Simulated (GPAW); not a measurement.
# MoS2 (P6_3/mmc) in GPAW: settings compared, part 2 of 3

GPAW 26.7.0. The steps go on from the part before.

### 3 Band structure, PBE, spin-orbit coupling, no magnetisation

run.py

```python
import numpy as np
from ase.dft.bandgap import bandgap
from ase.io import read, write
from ase.units import GPa
from gpaw import GPAW, PW
from gpaw.spinorbit import soc_eigenstates

atoms = read('POSCAR')

calc = GPAW(mode=PW(600),
            xc='PBE',
            kpts={'size': (7, 7, 3), 'gamma': True},
            occupations={'name': 'fermi-dirac', 'width': 0.05},
            nbands=46,
            convergence={'density': 1e-05, 'energy': 1e-05},
            maxiter=150,
            txt='gpaw.txt')
atoms.calc = calc
energy = atoms.get_potential_energy()
forces = atoms.get_forces()
stress = atoms.get_stress()
calc.write('gs.gpw')
write('result.traj', atoms)
print(f'Energy: {energy:.6f} eV')
print('Forces (eV/A):')
print(forces.round(4))
print('Stress (GPa):', (stress / GPa).round(3))
print('Fermi level:', round(calc.get_fermi_level(), 4), 'eV')
print(f'Gap: {bandgap(calc)[0]:.4f} eV, direct: {bandgap(calc, direct=True)[0]:.4f} eV')

path = atoms.cell.bandpath('GMKGALHA,LM,KH', npoints=80, eps=1e-4)
bs_calc = calc.fixed_density(kpts=path, symmetry='off', nbands=69,
                             convergence={'bands': 'CBM+6.0', 'eigenstates': 1e-6}, txt='bands.txt')
bs = bs_calc.band_structure()
bs.write('bs.json')
print(f'Gap on the path: {bandgap(bs_calc)[0]:.4f} eV')

soc = soc_eigenstates(bs_calc, theta=90, phi=45)
np.savetxt('soc_bands.dat', soc.eigenvalues(), fmt='%.4f')
mesh = soc_eigenstates('gs.gpw', theta=90, phi=45)
np.savetxt('soc_mesh.dat', mesh.eigenvalues(), fmt='%.4f')
print('Fermi level with spin-orbit coupling:', round(mesh.fermi_level, 4), 'eV')
```

POSCAR

```
MoS2
1.0
    3.1690000000      0.0000000000      0.0000000000
   -1.5845000000      2.7444345046      0.0000000000
    0.0000000000      0.0000000000     12.3240000000
Mo S
2 4
Direct
    0.6666666667      0.3333333333      0.7500000000
    0.3333333333      0.6666666667      0.2500000000
    0.6666666667      0.3333333333      0.3770000000
    0.3333333333      0.6666666667      0.8770000000
    0.6666666667      0.3333333333      0.1230000000
    0.3333333333      0.6666666667      0.6230000000
```

Potentials or basis: GPAW PAW data sets (gpaw-data 1.2.1), pw.

Command:

```console
$ OMP_NUM_THREADS=1 python run.py
```

gpaw.txt:

```text
__  _  _
 | _ |_)|_||  |
 |__||  | ||/\| - 26.7.0

Input parameters:
  mode=PW(ecut=600.0),
  convergence={'density': 1e-05, 'energy': 1e-05},
  kpts=MonkhorstPack(size=(7, 7, 3), gamma=True),
  maxiter=150,
  nbands=46,
  occupations=Occupations(name='fermi-dirac', width=0.05),
  xc=XC(name='PBE')

Diagonalizing LCAO Hamiltonian
Converting LCAO to pw mode

        S

           Mo
        S

           S
        Mo

           S

Atoms  # Å, Bohr magnetons
|   | symbol |         x |        y |         z |    initial magnetic moments |
|---|--------|-----------|----------|-----------|-----------------------------|
| 0 |     Mo |  1.584500 | 0.914812 |  9.243000 | ( 0.0000,  0.0000,  0.0000) |
| 1 |     Mo | -0.000000 | 1.829623 |  3.081000 | ( 0.0000,  0.0000,  0.0000) |
| 2 |      S |  1.584500 | 0.914812 |  4.646148 | ( 0.0000,  0.0000,  0.0000) |
| 3 |      S | -0.000000 | 1.829623 | 10.808148 | ( 0.0000,  0.0000,  0.0000) |
| 4 |      S |  1.584500 | 0.914812 |  1.515852 | ( 0.0000,  0.0000,  0.0000) |
| 5 |      S | -0.000000 | 1.829623 |  7.677852 | ( 0.0000,  0.0000,  0.0000) |

Unit cell  # Å
| periodic |         x |        y |         z |   lengths |     angles |
|----------|-----------|----------|-----------|-----------|------------|
|      yes |  3.169000 | 0.000000 |  0.000000 |  3.169000 |  90.000000 |
|      yes | -1.584500 | 2.744435 |  0.000000 |  3.169000 |  90.000000 |
|      yes |  0.000000 | 0.000000 | 12.324000 | 12.324000 | 120.000000 |

Number of symmetries: 12
Symmetry operations  # r_c * U_cc + t_c -> r_c
|    | kind |            matrix            |
|----|------|------------------------------|
|  0 |  σ   |  1, 1, 0,  0,-1, 0,  0, 0, 1 |
|  1 |  S6  |  1, 1, 0, -1, 0, 0,  0, 0,-1 |
|  2 |  E   |  1, 0, 0,  0, 1, 0,  0, 0, 1 |
|  3 |  C2  |  1, 0, 0, -1,-1, 0,  0, 0,-1 |
|  4 |  C2  |  0, 1, 0,  1, 0, 0,  0, 0,-1 |
|  5 |  C3  |  0, 1, 0, -1,-1, 0,  0, 0, 1 |
|  6 |  S6  |  0,-1, 0,  1, 1, 0,  0, 0,-1 |
|  7 |  σ   |  0,-1, 0, -1, 0, 0,  0, 0, 1 |
|  8 |  σ   | -1, 0, 0,  1, 1, 0,  0, 0, 1 |
|  9 |  i   | -1, 0, 0,  0,-1, 0,  0, 0,-1 |
| 10 |  C3  | -1,-1, 0,  1, 0, 0,  0, 0, 1 |
| 11 |  C2  | -1,-1, 0,  0, 1, 0,  0, 0,-1 |

BZ-sampling:
  Number of BZ points: 147
  Number of IBZ points: 20

  Monkhorst-Pack size: [7, 7, 3]
  Monkhorst-Pack shift: [0, 0, 0]

K-points  # in reciprocal-cell coordinates
|     |                                coordinates |     weight |
|-----|--------------------------------------------|------------|
|   0 | (  0.00000000,   0.00000000,   0.00000000) | 0.00680272 |
|   1 | (  0.00000000,   0.00000000,   0.33333333) | 0.01360544 |
|   2 | (  0.14285714,   0.00000000,  -0.33333333) | 0.04081633 |
|   3 | (  0.14285714,   0.00000000,   0.00000000) | 0.04081633 |
[... 77 lines left out ...]
    |    p |        |      20.203 |    0.979 |
    |    d |        |       0.000 |    0.900 |

    Using partial waves for S as LCAO basis

Reference energy: -263698.624853  # eV

eigensolver:
  PPCG
  Converge bands: occupied
  niter=2

density mixing:
  MSR1-Mixer
  Pratt-step length: 0.05
  Maximum mixing coefficient: 0.75
  Old densities: 10
  SVD Regularization: 0.005
  Good broyden scale: 1.0
  Trust region scale: 1.0
  Backstep threshold: 4.0
  History deletion threshold: 6.0
  Fourier metric: weight=20.0, sigma=0.015

occupation numbers:
  Fermi-Dirac:
    width: 0.0500  # eV

poisson solver:
  ecut: 4800.0  # eV

xc functional:
  name: PBE with 2 nearest neighbor stencil

convergence criteria:
[... 6 lines left out ...]
|iter     | |      energy | eigst |  dens |
|---------|-|-------------|-------|-------|
|iter:   1| |  -47.176182 | +0.56 |       |
|iter:   2| |  -46.328103 | -1.14 | -0.98 |
|iter:   3| |  -44.282669 | -1.13 | -1.05 |
|iter:   4| |  -44.165668 | -1.95 | -1.45 |
|iter:   5| |  -44.171378 | -2.56 | -1.77 |
|iter:   6| |  -44.202008 | -2.87 | -2.03 |
|iter:   7| |  -44.155991 | -3.28 | -2.07 |
|iter:   8| |  -44.155991 | -5.02 | -3.03 |
|iter:   9| |  -44.156008c| -5.84 | -3.40 |
|iter:  10| |  -44.156008c| -7.19 | -4.28 |
|iter:  11| |  -44.156008c| -7.70c| -4.74 |
|iter:  12| |  -44.156008c| -8.15c| -5.37c|

Converged in 12 steps
Energy contributions relative to reference atoms: (reference = -263698.624853)

Energy contributions:
  Kinetic:          -1.017096
  Coulomb:         -11.355110
  Zero:             -0.165206
  External:          0.000000
  Xc:              -31.618595
  Entropy:          -0.000003
  Spinorbit:         0.000000
  ----------------------------
  Free energy:     -44.156009
  Extrapolated:    -44.156008

dipole moment: (0.000001, 0.000002, 0.000007)  # |e|*Ang

Fermi level: 8.615
Eigenvalues  # (at kpt = [0.000, 0.000, 0.000])
| band index |      eig [eV] | occ [0-2] |
|------------|---------------|-----------|
|          0 |       -53.402 |     2.000 |
|        ... |               |           |
|         18 |         4.937 |     2.000 |
|         19 |         6.019 |     2.000 |
|         20 |         6.019 |     2.000 |
|         21 |         6.066 |     2.000 |
|         22 |         6.066 |     2.000 |
|         23 |         6.993 |     2.000 |
[... 8 lines left out ...]
|         32 |        10.600 |     0.000 |
|         33 |        10.600 |     0.000 |
|        ... |               |           |
|         45 |        20.560 |     0.000 |

Gap: 0.987 eV
Transition (v -> c):
  (s=0, k=0, n=25, [0.00, 0.00, 0.00]) -> (s=0, k=5, n=26, [0.29, -0.14, 0.00])
Direct/indirect transitions are different
Direct gap: 2.026 eV
Transition at: (s=0, k=16, n=25, [0.43, 0.29, 0.00])

Forces  # eV/Ang
|        x |        y |        z |
|----------|----------|----------|
|  0.00000 | -0.00000 | -0.00005 |  # Mo   0
|  0.00000 |  0.00000 |  0.00005 |  # Mo   1
|  0.00000 | -0.00000 | -0.05695 |  # S    2
| -0.00000 |  0.00000 | -0.05678 |  # S    3
| -0.00000 |  0.00000 |  0.05678 |  # S    4
|  0.00000 |  0.00000 |  0.05695 |  # S    5

Stress tensor  # eV/Ang^3
|         x |         y |         z |
|-----------|-----------|-----------|
| -0.011203 |  0.000000 |  0.000000 |
|  0.000000 | -0.011203 |  0.000000 |
|  0.000000 |  0.000000 | -0.013892 |

# Writing to gs.gpw (mode='')
```

bands.txt:

```text
Diagonalizing LCAO Hamiltonian
Converting LCAO to pw mode
convergence criteria:
- Maximum integral of absolute [eigenst]ate change: 1e-06 eV^2 / valence electron
maximum number of iterations: 150

SCF iterations
|iter     | |      energy | eigst |  dens |
|---------|-|-------------|-------|-------|
|iter:   1| |             | +0.99 |       |
[... 86 lines left out ...]
         [0.        , 0.        , 0.5       ],
         [0.5       , 0.        , 0.5       ],
         [0.5       , 0.        , 0.33333333],
         [0.5       , 0.        , 0.16666667],
         [0.5       , 0.        , 0.        ],
         [0.33333333, 0.33333333, 0.        ],
         [0.33333333, 0.33333333, 0.25      ],
         [0.33333333, 0.33333333, 0.5       ]])),
  maxiter=150,
  nbands=69,
  occupations=Occupations(name='fermi-dirac', width=0.05),
  symmetry=Symmetry(point_group=False, time_reversal=False),
  xc=XC(name='PBE')
```

It took 4.5 min on 1 thread of Arm Neoverse V2, shared host; peak memory 0.79 GiB.

What came out:

* Free energy: -44.1560 eV
* Pressure: 1.9 GPa
* Largest force: 0.057 eV/Å
* Band gap on the k mesh: 0.98 eV, indirect (least direct gap 2.00 eV)
* Band gap along the path: 0.88 eV, indirect (least direct gap 1.60 eV)

Forces in eV/Å, atoms in the order of the input:
```
Mo   0.000  0.000  0.000
Mo   0.000  0.000  0.000
S    0.000  0.000 -0.057
S    0.000  0.000 -0.057
S    0.000  0.000  0.057
S    0.000  0.000  0.057
```

Stress tensor (GPa, compression positive):
```
1.79 0.00 0.00
0.00 1.79 0.00
0.00 0.00 2.23
```

Levels at the corners of the path, in eV from the valence-band top:
| point | band 50 | band 51 | band 52 | band 53 | band 54 | band 55 |
| --- | --- | --- | --- | --- | --- | --- |
| Γ | -1.14 | 0.00 | 0.00 | 2.05 | 2.05 | 2.08 |
| M | -1.38 | -1.27 | -1.27 | 1.56 | 1.56 | 1.60 |
| K | -0.80 | -0.58 | -0.58 | 1.03 | 1.03 | 1.03 |
| Γ | -1.14 | 0.00 | 0.00 | 2.05 | 2.05 | 2.08 |
| A | -0.26 | -0.26 | -0.26 | 2.06 | 2.06 | 2.06 |
| L | -1.32 | -1.32 | -1.32 | 1.58 | 1.58 | 1.58 |
| H | -0.77 | -0.62 | -0.62 | 1.03 | 1.03 | 1.03 |
| A | -0.26 | -0.26 | -0.26 | 2.06 | 2.06 | 2.06 |
| L | -1.32 | -1.32 | -1.32 | 1.58 | 1.58 | 1.58 |
| M | -1.38 | -1.27 | -1.27 | 1.56 | 1.56 | 1.60 |
| K | -0.80 | -0.58 | -0.58 | 1.03 | 1.03 | 1.03 |
| H | -0.77 | -0.62 | -0.62 | 1.03 | 1.03 | 1.03 |

Caveat: spin-orbit coupling was added after a scalar SCF, so levels and gaps hold it while energy, forces, pressure and moments don't; this program's spin-orbit splittings come out too wide for heavy elements; the mesh misses the band edges, which the band path finds closer together; this functional lacks dispersion, which binds the layers, so the pressure and a relaxed spacing across them are unreliable.

[end of part 2 of 3]
